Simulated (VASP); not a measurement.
# NbAs: relaxation of the atoms, by relaxation method

NbAs, P1 (no. 1), 8 atoms in the cell. PBE, relaxation of the atoms; PAW potentials Nb_sv, As (PBE set).

| Relaxation method | Ionic steps | Electronic steps | Largest force left (eV/Å) | Energy gained (eV/atom) | Time (s) |
|---|---|---|---|---|---|
| conjugate gradient, POTIM 0.5 | 11 | 76 | 0.0126 | -0.0418 | 728 |
| quasi-Newton, POTIM 0.5 | 6 | 53 | 0.0176 | -0.0418 | 455 |
| damped dynamics, POTIM 0.2, SMASS 0.4 | 22 | 156 | 0.0196 | -0.0418 | 1346 |

Limits: the start was distorted on purpose (atoms moved at random), so the space group given is the start's and not the crystal's.

## Input of the first row

INCAR:
```
PREC = Normal ; ENCUT = 350
EDIFF = 1E-6 ; ISMEAR = 1
SIGMA = 0.1 ; LREAL = False
LASPH = True ; NELM = 100
ALGO = Normal ; LWAVE = False
LCHARG = False ; IBRION = 2
NSW = 150 ; ISIF = 2
EDIFFG = -0.02 ; POTIM = 0.5
KPAR = 8
```

KPOINTS:
```
k-points
0
Gamma
  7 7 5
```

POSCAR:
```
NbAs
1.0
   -1.7258500000      1.7258500000      5.8400000000
    1.7258500000     -1.7258500000      5.8400000000
    3.4517000000      3.4517000000    -11.6800000000
Nb As
4 4
Direct
    0.5088670000      0.0134770000      0.2606420000
    0.5112350000     -0.0189290000      0.7449350000
    0.7542420000      0.7459650000     -0.0006290000
    0.7442290000      0.7637270000      0.5021650000
    0.9002860000      0.4029390000      0.2399020000
    0.9054780000      0.4308660000      0.7553360000
    0.1513010000      0.1549340000     -0.0115010000
    0.1883610000      0.1710200000      0.5091490000
```

Commands:
```
cat potpaw_PBE.64/Nb_sv/POTCAR potpaw_PBE.64/As/POTCAR > POTCAR
mpirun -np 8 vasp_std > vasp.out
```

Changes of the last row against the first:
```
- IBRION = 2
- POTIM = 0.5
+ IBRION = 3
+ POTIM = 0.2
+ SMASS = 0.4
```

VASP 6.6.1 took 728 s on 8 cores (Intel Xeon Platinum 8488C (Sapphire Rapids)), a shared host.
